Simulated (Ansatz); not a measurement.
# Two Ansatz runs on CaO

The cell comes from COD entry 9006719, which wasn't checked; take it as a given geometry. It was measured hot, at 1427 K. The listed cell was then made from it by scaling, straining or moving an atom.

First run: DFT, PBE, PAW with Ansatz's default frozen-core files, scalar-relativistic (Ansatz 0.2.0).

Command: `ansatz run input.yaml --threads 1 --pin off --max-ram 2048MiB --backend cpu --events-out ev --progress --plain --runs-dir out` The run took 2.6 s on 1 thread of Arm Neoverse V1, with other jobs on the host, peak memory 0.31 GiB.

```yaml
crystal:
  lattice:
    - [-0.09796, 2.40002, 2.40002]
    - [2.40002, -0.09796, 2.40002]
    - [2.40002, 2.40002, -0.09796]
  atoms:
    - { symbol: Ca, position: [0.0, 0.0, 0.0] }
    - { symbol: O, position: [0.5, 0.5, 0.5] }
kpoints:
  mp_grid: { grid: [9, 9, 9] }
scf:
  occupations: { method: fermi_dirac, width: 0.03 }
hamiltonian:
  xc: pbe
  pseudopotentials: { kind: paw }
output:
  forces: true
  stress: true
  eigenvalues: true
  efg: { contact_densities: true }
```

Result: converged; pressure -3.99 GPa; gap on the k mesh 3.57 eV (the mesh can miss the band edges); 6 SCF iterations.

The input is then changed:

```diff
@@ -12,5 +12,5 @@
   occupations: { method: fermi_dirac, width: 0.03 }
 hamiltonian:
-  xc: pbe
+  xc: rpbe
   pseudopotentials: { kind: paw }
 output:
@@ -19,3 +19,7 @@
   eigenvalues: true
   efg: { contact_densities: true }
+  write_density: true
+  write_potential: true
+  elf: true
+  volumetric_format: npy
```

(1) Predict the outcome of the changed run.

Results:

(1) It converged; pressure -0.49 GPa; gap on the k mesh 3.67 eV (the mesh can miss the band edges); 6 SCF iterations.
